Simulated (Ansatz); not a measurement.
# SnO₂: do energies and stresses tell the same story?

Level of theory: Ansatz, DFT PBEsol, scalar-relativistic, plane waves, PAW.

Plane waves to 420 eV, a k mesh through Γ of 10×10×10 on the computed 6-atom cell and Gaussian smearing (0.02 eV); no spin polarisation.

Relaxed cell: I4_1/amd, a = 4.012 Å, b = 4.012 Å, c = 10.248 Å, α = 90.00°, β = 90.00°, γ = 90.00°, 6 atoms in the primitive cell. This form isn't the usual stable structure of the compound.

Energies at zero smearing and pressures from the stress tensor, at volumes with shape and atoms relaxed:
```
V (Å³/atom) E − E(first) (meV/atom) P (GPa)
     12.094                     0.00    23.69
     12.506                   -52.01    16.83
     12.919                   -87.08    10.53
     13.331                  -106.76     4.92
     13.743                  -112.89     0.00
     14.155                  -107.37    -4.19
     14.568                   -91.88    -7.73
     15.117                   -58.60   -11.52
```

**Question.** Check P = −dE/dV between neighbouring volumes, and get the bulk modulus from the pressures alone.

**Answer.** With 1 eV/Å³ = 160.2 GPa:
```tsv
middle V (Å³/atom)	−ΔE/ΔV (GPa)	mean P (GPa)
12.300	20.211	20.263
12.712	13.628	13.680
13.125	7.646	7.721
13.537	2.384	2.459
13.949	-2.146	-2.094
14.362	-6.018	-5.959
14.843	-9.699	-9.625
```

The two differ by 0.07 GPa at most. The mean of two end pressures misses the average over a step by about ΔV² P″/12, up to 0.07 GPa here; with that taken off 0.02 GPa remains. Around V = 13.743 Å³/atom, the two neighbours give B = −V ΔP/ΔV = 13.743 × 9.11 / 0.825 = 151.8 GPa, against B0 = 148.5 GPa from the Birch–Murnaghan fit of the energies.